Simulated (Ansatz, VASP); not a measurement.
# One calculation of Ta3N, two programs

The input INCAR:

```
SYSTEM = Ta3N
ALGO = Normal
EDIFF = 1E-6
ENCUT = 520
GGA = PS
ISIF = 2
ISMEAR = -1
LASPH = .TRUE.
LCHARG = .FALSE.
LREAL = .FALSE.
LWAVE = .FALSE.
NBANDS = 27
NELM = 100
PREC = Accurate
SIGMA = 0.05
```

The input KPOINTS:

```
k-points
0
G
  10 10 4
  0 0 0
```

POSCAR

```
Ta3N
1.0
    2.9912429644      0.0000000000      0.0000000000
   -1.4956214823      2.5904923961      0.0000000000
    0.0000000000      0.0000000000      7.4224470073
Ta N
3 1
Direct
    0.6666666667      0.3333333333      0.8260700000
    0.3333333333      0.6666666667      0.1739300000
    0.0000000000      0.0000000000      0.5000000000
    0.0000000000      0.0000000000      0.0000000000
```

Contents of input.yaml:

```yaml
crystal:
  lattice:
    - [2.9912429644, 0.0, 0.0]
    - [-1.4956214823, 2.5904923961, 0.0]
    - [0.0, 0.0, 7.4224470073]
  atoms:
    - { symbol: Ta, position: [0.6666666667, 0.3333333333, 0.82607] }
    - { symbol: Ta, position: [0.3333333333, 0.6666666667, 0.17393] }
    - { symbol: Ta, position: [0.0, 0.0, 0.5] }
    - { symbol: "N", position: [0.0, 0.0, 0.0] }
hamiltonian:
  xc: pbesol
  pseudopotentials: { kind: paw }
kpoints:
  mp_grid: { grid: [10, 10, 4] }
scf:
  occupations: { method: fermi_dirac, width: 0.05 }
output:
  forces: true
  stress: true
  eigenvalues: true
  write_density: true
  write_potential: true
  elf: true
  volumetric_format: npy
```

The cell comes from a database or a generator and needn't be the stable form of this composition.

Alike in both runs: task single point; functional PBEsol; k mesh 10 × 10 × 4; occupations fermi-dirac, width 0.05 eV; no spin polarisation.

|  | VASP | Ansatz |
| --- | --- | --- |
| version | VASP 6.6.1 | Ansatz 0.2.0 |
| potentials or method | VASP PAW PBE potentials, release 64 (Ta_pv, N) | Ansatz PAW |
| plane-wave cutoff (eV) | 520 | 420 |
| valence electrons in the cell | 38 | 44 |

```csv
,VASP,Ansatz,Ansatz less VASP
gap on the k mesh at the Fermi level (eV),none,none,-
pressure (GPa),2.7,2.2,-0.44
largest component of the traceless stress (GPa),0.66,0.64,-0.020
rms of the force components (eV/Å),0.030,0.054,+0.0243
```

Atom by atom the forces differ by 0.024 eV/Å (rms over components). A gap of «none» marks a metal or a gap that the smearing closes. The two sets of potentials don't hold the same shells in valence.

Caveats: the PAW data sets were made with another functional, which shifts forces and pressure a little (VASP); the PAW data sets come from PBE, with cores solved anew for the run's functional, which leaves a small shift of forces and pressure (Ansatz). The runs have no spin-orbit coupling, so splittings on Ta are missing.
